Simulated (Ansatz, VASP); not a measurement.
**One calculation of LiF (Griceite), two programs**

```xyz
2
Lattice="0.0000 1.9487 1.9487 1.9487 0.0000 1.9487 1.9487 1.9487 0.0000" Properties=species:S:1:pos:R:3 pbc="T T T"
Li    0.0000    0.0000    0.0000
F     1.9487    1.9487    1.9487
```

Alike in both runs: task single point; functional PBE; k mesh 10 × 10 × 10; occupations gaussian, width 0.02 eV; no spin polarisation.

|  | VASP | Ansatz |
| --- | --- | --- |
| version | VASP 6.6.1 | Ansatz 0.2.0 |
| potentials or method | VASP PAW PBE potentials, release 64 (Li_sv, F) | scalar-relativistic, plane waves, PAW |
| plane-wave cutoff (eV) | 520 | 420 |
| valence electrons in the cell | 10 | 10 |

|  | VASP | Ansatz | Ansatz less VASP |
| --- | --- | --- | --- |
| gap on the k mesh at the Fermi level (eV) | 10.02 | 10.02 | 0.000 |
| least direct gap on the mesh (eV) | 10.02 | 10.02 | 0.000 |

 A k mesh can miss the band edges.
